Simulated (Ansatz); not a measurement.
The structure comes from a relaxation in the same program, started in the bcc type, and has space group Im-3m. Whether it is a known phase or the ground state wasn't checked.

Input and log of a run on Zn: DFT, PBE, all-electron LAPW, scalar-relativistic (Ansatz 0.2.0).

Command: `ansatz run input.yaml --threads 1 --pin off --max-ram 2048MiB --backend cpu --events-out ev --progress --plain --runs-dir out` The run took 10 s on 1 thread of Arm Neoverse V2 (shared host).

```yaml
crystal:
  lattice:
    - [-1.5663937786, 1.5663937786, 1.5663937786]
    - [1.5663937786, -1.5663937786, 1.5663937786]
    - [1.5663937786, 1.5663937786, -1.5663937786]
  atoms:
    - { symbol: Zn, position: [0.0, 0.0, 0.0] }
kpoints:
  mp_grid: { grid: [17, 17, 17] }
  band_path:
    path:
      - [0.0, 0.0, 0.0]
      - [0.5, -0.5, 0.5]
      - [0.0, 0.0, 0.5]
      - [0.0, 0.0, 0.0]
      - [0.25, 0.25, 0.25]
      - [0.5, -0.5, 0.5]
      - [0.25, 0.25, 0.25]
      - [0.0, 0.0, 0.5]
    npoints: 14
scf:
  occupations: { method: fermi_dirac, width: 0.05 }
hamiltonian:
  xc: pbe
  pseudopotentials: { kind: all_electron, lapw: { basis_error: 0.001 } }
output:
  forces: true
  stress: true
  eigenvalues: true
  populations: true
  dos: { projected: true, de: 0.2, e_range: [-14, 8] }
```

What the program printed:

```
Zn: projections on atomic orbitals take those of the free atom 1s2 2s2 2p6 3s2 3p6 3d10 4s2, of charge +0.00 (hamiltonian.pseudopotentials.projection_atoms)
LAPW: plane waves up to 8.162 Å⁻¹, error target 1.0e-3 eV per atom; small_component_spin mean_spin; Zn in spheres of 1.357 Å, 20 of its electrons in bands, Dirac shells []
Engine: ansatz 0.2.0
Pseudopotentials: kind: all_electron
Pseudopotential: Zn, LAPW, valence charge 20, Koelling and Harmon's equation, gaussian nucleus
Functional definition: PBE
  parameter kappa = 0.804
  parameter beta = 0.06672455060314922
  exchange = pbe_x(kappa = kappa, mu = beta*pi^2/3)
  correlation = pbe_c(beta = beta)
Crystal: 1 atoms, lattice volume = 15.373 Å³
Basis set: ecut = 253.82952051956718 eV, 141 PW (Γ), exchange–correlation at level 2
Bands: 14, of which v1, the nominal top of the filled ones, is band 10 counted from 1 (9 counted from 0)
Symmetry: 48 space group operations
Space group: Im-3m (ITA 229), of the structure as read, at distance tolerance 2.5e-5 Å
k-points: 165 of 4913
Non-local potential: Zn, projectors of the file, none
Initial density: superposition of atomic densities (chi_scale 0.1, normalization cell)
Initial wavefunctions: plane waves of lowest kinetic energy (no species holds an atomic orbital)
Functional: x = pbe(κ = 0.804, μ = 0.2195149727645171), c = pbe(β = 0.06672455060314922)
iter 1 solved again at ethr=1.41e-4 eV; its pass at ethr=1.00e-1 eV (dr2=2.82e-2 eV) is discarded
SCF iter   1: F=—  HF=-48873.037952 eV  |F-HF|=—  |Δ(HF+E_count)|=         —  Δρ=1.71e-2  dr2=2.83e-2  ethr=1.41e-4  ⟨swp⟩=3.1  Hψ=16152  notcnv=0
preconditioner: auto → Kerker (q_TF=auto, 2.851 Å⁻¹)  [metal: Δε(μ)=0.008 eV  Ē_g=16.500 eV  σ=0.050 eV  W_gap=0.04  n_scr=12 (ndim 8)  ℏωp=32.8 eV  f_vac=0.000  D(μ)=0.34/eV (n_scr^D=0)]
SCF iter   2: F=—  HF=-48872.989284 eV  |F-HF|=—  |Δ(HF+E_count)|=   4.87e-2  Δρ=6.27e-3  dr2=4.87e-3  ethr=1.41e-4  ⟨swp⟩=2.1  Hψ=7173  notcnv=0  defer=1
preconditioner: auto → none  [insulator: Δε(μ)=0.134 eV  Ē_g=17.493 eV  σ=0.050 eV  W_gap=0.51  n_scr=12 (ndim 8)  ℏωp=32.8 eV  f_vac=0.000  D(μ)=0.28/eV (n_scr^D=0)  ε∞_Penn≈4.5]
SCF iter   3: F=—  HF=-48872.940261 eV  |F-HF|=—  |Δ(HF+E_count)|=   4.90e-2  Δρ=6.03e-3  dr2=3.88e-3  ethr=2.44e-5  ⟨swp⟩=2.1  Hψ=6652  notcnv=0
iter 4 solved again at ethr=5.85e-7 eV; its pass at ethr=1.94e-5 eV (dr2=1.17e-4 eV) is discarded
SCF iter   4: F=—  HF=-48872.938438 eV  |F-HF|=—  |Δ(HF+E_count)|=   1.82e-3  Δρ=1.01e-3  dr2=1.17e-4  ethr=5.85e-7  ⟨swp⟩=2.0  Hψ=11111  notcnv=0
SCF iter   5: F=—  HF=-48872.938488 eV  |F-HF|=—  |Δ(HF+E_count)|=   5.04e-5  Δρ=2.30e-5  dr2=6.66e-8  ethr=5.85e-7  ⟨swp⟩=2.0  Hψ=6484  notcnv=0
SCF iter   6: F=-48872.938485 eV  HF=-48872.938485 eV  |F-HF|=1.05e-8  |Δ(HF+E_count)|=   2.43e-6  Δρ=3.46e-6  dr2=9.14e-10  ethr=3.33e-10  ⟨swp⟩=3.1  Hψ=7472  notcnv=0
SCF 1 converged in 6 iterations: F = -48872.938485 eV  dr2 = 9.14e-10
NSCF: frozen V_eff on 99 k-points
SCF converged after 6 iterations
Free energy (F): -48872.938485 eV
Harris-Foulkes:  -48872.938485 eV  (|F-HF|=1.05e-8)
Internal energy: -48872.936032 eV  (E = F + TS)
E sigma→0 (E₀):  -48872.937259 eV
Entropy (-TS):   -0.002454 eV (-2.454 meV/atom)
Fermi energy:    13.777177 eV
--- Per-component energies (eV) ---
  E_band       = -545.676655
  E_kinetic    = 49772.254054
  E_xc         = -1950.147189
  E_electrostatic = -96695.042897  (all electrons and nuclei)
  E_smearing   = -0.002454  (= −TS)
  E_closure    = 0.000000  (closes the sum)
  E_atoms      = -48871.914906  (free atoms, spherical and without spin; not in F)
  Σ components = -48872.938485   (vs F -48872.938485, Δ=0.00e0)
  Basis errors (estimates in eV, not in F): energy 2.4e-4 per atom: plane waves 2.3e-4 (1.2e-4 summed), levels above the bands 2.2e-81, relativity 6.9e-9, radial functions 4.7e-6, core shells 4.4e-13; eigenvalues (radial functions only) 8.9e-4; not estimated: angular momenta, meshes, grids; target (lapw.basis_error) 1.0e-3; muffin-tin radii Zn 1.357 Å
--- Forces (eV/Å), atoms counted from 1 ---
  atom   1  Zn     0.00000000    -0.00000000     0.00000000
  max |Σ_I F_I| component: 1.27e-31 eV/Å
--- Stress (GPa, compression-positive) ---
       -0.012366      -0.000000      -0.000000
       -0.000000      -0.012366      -0.000000
       -0.000000      -0.000000      -0.012366
  P = ⅓ Tr σ = -0.0124 GPa (-0.124 kbar)
--- Band table (eV; the first three rows and the last of 165) ---
  k-point 0: bands = ["-112.7863", "-66.9319", "-66.9319", "-66.9319", "3.3999", "6.0414", "6.0414", "6.0414", "6.5443", "6.5443", "32.8059", "32.8059", "32.8059", "34.2053"]
  k-point 1: bands = ["-112.7863", "-66.9326", "-66.9322", "-66.9319", "3.5096", "6.0311", "6.0438", "6.0673", "6.5344", "6.5449", "31.1581", "31.9489", "32.2888", "33.3128"]
  k-point 2: bands = ["-112.7861", "-66.9347", "-66.9330", "-66.9318", "3.8331", "6.0014", "6.0524", "6.1422", "6.5102", "6.5469", "28.2330", "30.5077", "31.0907", "32.2925"]
  k-point 164: bands = ["-112.7825", "-66.9490", "-66.9489", "-66.9489", "5.4943", "5.4968", "6.7866", "6.7866", "6.7943", "17.2778", "18.0208", "18.0208", "21.5028", "22.3395"]
--- Löwdin populations: 1 site ---
  site symbol       q [e]
     0     Zn     29.4780
  spilling = 0.017399 (of n_electrons = 30.000000)
```
